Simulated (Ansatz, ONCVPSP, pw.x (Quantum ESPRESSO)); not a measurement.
Ta (fcc): variants of one ONCV potential in the solid

```
Element                 : tantalum
Generator               : ONCVPSP 4.0.1.1 (patched build)
Type                    : optimised norm-conserving Vanderbilt (ONCV)
Functional              : PBE
Relativity              : scalar-relativistic
Frozen core             : [Kr] 4d10 4f14
Valence charge          : 13
Reference configuration : 5s2 5p6 5d3 6s2
Partial waves           : 5s+6s: rc 2.00 bohr, ncon 5, nbas 9, qcut 5 1/bohr, 2 projectors; 5p: rc 1.80 bohr, ncon 5, nbas 9, qcut 5.9 1/bohr, 2 projectors, debl 0.6 Ha; 5d: rc 2.05 bohr, ncon 3, nbas 8, qcut 5.5 1/bohr, 2 projectors, debl 2 Ha
Local potential         : polynomial inside 1.50 bohr (lpopt 5, dvloc0 1 Ha)
Core correction         : Teter function, fcfact 1.5, rcfact 1.2
```

In the p channel the program set the typed energies aside and used -1.448, 0.250 Ha.

Crystal test: fcc Ta in pw.x 7.5, no spin, 13³ k-points, Fermi–Dirac smearing 0.01 Ry, cutoffs set for each file from its atomic test. The reference is all-electron LAPW (Ansatz 0.2.0) with the same functional, mesh and smearing; V0 and B0 come from Birch–Murnaghan fits to the pressures at five volumes. Errors are pseudo minus all-electron; Δ is the rms difference of the E(V) curves that follow from these fits, minima aligned, over ±6 % about the mean V0. Mesh and smearing are coarse, so the numbers serve the comparison and aren't converged zero-temperature values; the lattice is a test structure that the element need not adopt.

All-electron: a0 = 4.224 Å (V0 = 18.84 Å³/atom), B0 = 188.4 GPa.

3 further variants are left out: they gave no file fit for a test, a broken result, the same result as the base, or pressures whose basis-set error rivals the error shown.

| change | cutoffs (Ry) | pw.x | a0 (Å) | a0 error (%) | B0 error (%) | Δ (meV/atom) | mean pressure error (GPa) |
| --- | --- | --- | --- | --- | --- | --- | --- |
| base | 140/560 | converged; energies reset by the program | 4.208 | -0.40 | +0.6 | 9.2 | -2.20 |
| all radii but the core radius scaled by about 1.15 (s 2.30, p 2.06, d 2.36 bohr); local potential polynomial inside 1.72 bohr (lpopt 5, dvloc0 1 Ha) | 50/200 | converged; energies reset by the program | 4.212 | -0.29 | +0.0 | 6.8 | -1.62 |
| all radii but the core radius scaled by about 1.31 (s 2.62, p 2.36, d 2.68 bohr); local potential polynomial inside 1.96 bohr (lpopt 5, dvloc0 1 Ha) | 50/200 | converged; energies reset by the program | 4.216 | -0.20 | -0.2 | 4.6 | -1.09 |
